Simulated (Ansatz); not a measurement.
# BN (F-43m) in Ansatz: notebook, part 2 of 2

Ansatz 0.2.0.

## Step 5: Relaxation of cell and atoms, PBE

File input.yaml:

```yaml
crystal:
  lattice:
    - [0.0, 1.813001, 1.813001]
    - [1.813001, 0.0, 1.813001]
    - [1.813001, 1.813001, 0.0]
  atoms:
    - { symbol: "N", position: [0.25, 0.25, 0.25] }
    - { symbol: B, position: [0.0, 0.0, 0.0] }
kpoints:
  mp_grid: { grid: [13, 13, 13] }
scf:
  occupations: { method: fermi_dirac, width: 0.05 }
hamiltonian:
  xc: pbe
  pseudopotentials: { kind: all_electron, lapw: { basis_error: 0.001 } }
output:
  forces: true
  stress: true
relax:
  f_tol: 0.02
  max_steps: 60
  cell: {}
```

Launch:

```console
$ ansatz run input.yaml --threads 1 --pin off --max-ram 3072MiB --backend cpu --events-out ev --progress --plain --runs-dir out
```

Wall time 14 s (1 thread of Arm Neoverse V2, shared host); peak memory 0.27 GiB.

The run converged. Its results:

| Property | Result |
| --- | --- |
| Free energy | -2168.6899 eV |
| Relaxed volume | 5.95 Å³/atom |
| Relaxed cell | a = 2.563 Å, b = 2.563 Å, c = 2.563 Å, α = 60.00°, β = 60.00°, γ = 60.00° |
| Space group after relaxing (to 0.05 Å) | F-43m (No. 216) |
| Energy gained by relaxing | 0.0 meV/atom |
| Ionic steps | 4 |
| Pressure after relaxing | 0.0 GPa |
| Band gap on the k mesh | 4.53 eV |

Final structure:
```
CELL_PARAMETERS angstrom
0.00000 1.81233 1.81233
1.81233 0.00000 1.81233
1.81233 1.81233 0.00000
ATOMIC_POSITIONS crystal
N 0.25000 0.25000 0.25000
B 0.00000 0.00000 0.00000
```

Caveat: an odd mesh through Γ misses points on the zone boundary, where band edges often lie.

## Step 6: Relaxation of cell and atoms, PBE, target pressure 2 GPa, at which the enthalpy is minimised

Edit input.yaml of step 5 so:

```diff
@@ -21,2 +21,2 @@
   max_steps: 60
-  cell: {}
+  cell: { p_target: 2.0 }
```

Potentials or basis: all-electron LAPW, scalar-relativistic.

Launch:

```console
$ ansatz run input.yaml --threads 1 --pin off --max-ram 3072MiB --backend cpu --events-out ev --progress --plain --runs-dir out
```

The program printed:

```text
Warning: RAYON_NUM_THREADS=1 ignored (pool sized by the plan → 1); use --threads N
The last accepted step is kept in <dir> (removed where the run ends without a failure and the disk answers)
LAPW: plane waves up to 11.151 Å⁻¹, error target 1.0e-3 eV per atom; small_component_spin mean_spin; B in spheres of 0.718 Å, 5 of its electrons in bands, Dirac shells []; N in spheres of 0.805 Å, 7 of its electrons in bands, Dirac shells [] (how accurate: hamiltonian.pseudopotentials.lapw.basis_error, Limitations)
Engine: ansatz 0.2.0, aarch64-unknown-linux-gnu
Pseudopotentials: kind: all_electron
Pseudopotential: N, LAPW, valence charge 7, lapw/all_electron/scalar/gaussian/N, Koelling and Harmon's equation, gaussian nucleus
Pseudopotential: B, LAPW, valence charge 5, lapw/all_electron/scalar/gaussian/B, Koelling and Harmon's equation, gaussian nucleus
Functional definition: PBE
  parameter kappa = 0.804
  parameter beta = 0.06672455060314922
  exchange = pbe_x(kappa = kappa, mu = beta*pi^2/3)
  correlation = pbe_c(beta = beta)
Crystal: 2 atoms, lattice volume = 11.919 Å³
Basis set: ecut = 473.79091650568364 eV, 283 PW (Γ), exchange–correlation at level 2
Bands: 10, of which v1, the nominal top of the filled ones, is band 6 counted from 1 (5 counted from 0)
Symmetry: 24 space group operations
Space group: F-43m (ITA 216), of the structure as read, at distance tolerance 2.3e-5 Å
k-points: 84 of 2197 (time reversal used)
Non-local potential: N, projectors of the file, none
Non-local potential: B, projectors of the file, none
Initial density: superposition of atomic densities (chi_scale 0.1, normalization cell, long waves kept (reshape's long-wave potential 0.00 eV rms))
Initial wavefunctions: plane waves of lowest kinetic energy (no species holds an atomic orbital)
[... 45 lines left out ...]
SCF converged after 2 iterations
Free energy (F): -2168.689511 eV
Harris-Foulkes:  -2168.689511 eV  (|F-HF|=1.40e-9)
Internal energy: -2168.689511 eV  (E = F + TS)
E sigma→0 (E₀):  -2168.689511 eV
Fermi energy:    13.681815 eV
--- Per-component energies (eV) ---
  E_band       = -1021.400582
  E_kinetic    = 2161.874041
  E_xc         = -300.355400
  E_electrostatic = -4030.208151  (all electrons and nuclei)
  E_smearing   = -0.000000  (= −TS)
  E_closure    = 0.000000  (closes the sum)
  E_atoms      = -2151.229577  (free atoms, spherical and without spin; not in F)
  Σ components = -2168.689511   (vs F -2168.689511, Δ=0.00e0)
  Basis errors (estimates in eV, not in F): energy 5.2e-4 per atom: plane waves 5.1e-4 (3.2e-4 summed), levels above the bands 4.5e-73, relativity 1.3e-8, radial functions 1.6e-5, core shells 0.0e0; eigenvalues (radial functions only) 3.3e-6; not estimated: angular momenta, meshes, grids; target (lapw.basis_error) 1.0e-3; muffin-tin radii B 0.716 Å, N 0.804 Å
--- Forces (eV/Å), atoms counted from 1 ---
  atom   1  N     -0.00000000     0.00000000     0.00000000
  atom   2  B     -0.00000000    -0.00000000    -0.00000000
  max |Σ_I F_I| component: 3.70e-17 eV/Å
--- Stress (GPa, compression-positive) ---
        2.007496       0.000000       0.000000
        0.000000       2.007496       0.000000
        0.000000       0.000000       2.007496
  P = ⅓ Tr σ = 2.0075 GPa (20.075 kbar)
--- Relaxed structure (3 steps of the walk, 3 accepted, 1 SCFs on fresh bases) ---
  F+E_penalty+E_count = -2168.68951059 eV   max|allowed force component| = 1.480e-16 eV/Å   (the final SCF, on the basis selected at the relaxed cell)
  cell:  # Å, volume = 11.8420 Å³
    - [1.3534581962378912e-34, 1.8091109064215458, 1.8091109064215458]
    - [1.8091109064215458, 3.805605987068894e-34, 1.8091109064215458]
    - [1.8091109064215458, 1.8091109064215458, 5.254602408923577e-34]
  atoms:
    - { symbol: N, position: [0.25000000000000006, 0.25000000000000006, 0.25000000000000006] }
    - { symbol: B, position: [-8.299128180583076e-36, 5.698734684000374e-35, 4.0389090478837604e-35] }
```

Wall time 16 s (1 thread of Arm Neoverse V2, shared host); peak memory 0.27 GiB.

Results:

```
Free energy                                            : -2168.6895 eV
Relaxed volume                                         : 5.92 Å³/atom
Relaxed cell                                           : a = 2.558 Å, b = 2.558 Å, c = 2.558 Å, α = 60.00°, β = 60.00°, γ = 60.00°
Space group after relaxing (to 0.05 Å)                 : F-43m (No. 216)
Energy change on relaxing (the enthalpy is what falls) : +0.2 meV/atom
Ionic steps                                            : 4
Pressure after relaxing                                : 2.0 GPa
Band gap on the k mesh                                 : 4.54 eV
```

The path:
| step | energy change (eV) | largest force (eV/Å) | volume (Å³) |
| --- | --- | --- | --- |
| 1 | 0.0000 | 0.0000 | 11.92 |
| 2 | 0.0001 | 0.0000 | 11.87 |
| 3 | 0.0004 | 0.0000 | 11.84 |
| 4 | 0.0004 | 0.0000 | 11.84 |

Final structure:
```yaml
crystal:
  lattice:
    - [0.00000, 1.80911, 1.80911]
    - [1.80911, 0.00000, 1.80911]
    - [1.80911, 1.80911, 0.00000]
  atoms:
    - { symbol: N, position: [0.25000, 0.25000, 0.25000] }
    - { symbol: B, position: [0.00000, 0.00000, 0.00000] }
```

Caveat: an odd mesh through Γ misses points on the zone boundary, where band edges often lie.

## Step 7: Summary

| level | cell | gap on the mesh (eV) | pressure (GPa) | relaxed volume (Å³/atom) |
| --- | --- | --- | --- | --- |
| PBE | relaxed | 4.53 | 0.0 | 5.95 |
| PBE+D3(BJ) | relaxed | 4.55 | 0.0 | 5.86 |
| PBE+D4 | relaxed | 4.55 | 0.0 | 5.87 |
| PBE | relaxed to 2 GPa | 4.54 | 2.0 | - |

Alike in all rows: task relaxation of cell and atoms; potentials or basis all-electron LAPW, scalar-relativistic; no spin polarisation; k mesh 13 × 13 × 13; smearing fermi-dirac 0.05 eV; basis error allowed 0.001 eV/atom.

Caveats: an odd mesh through Γ misses points on the zone boundary, where band edges often lie.

Compare energies only between runs with the same functional and basis.
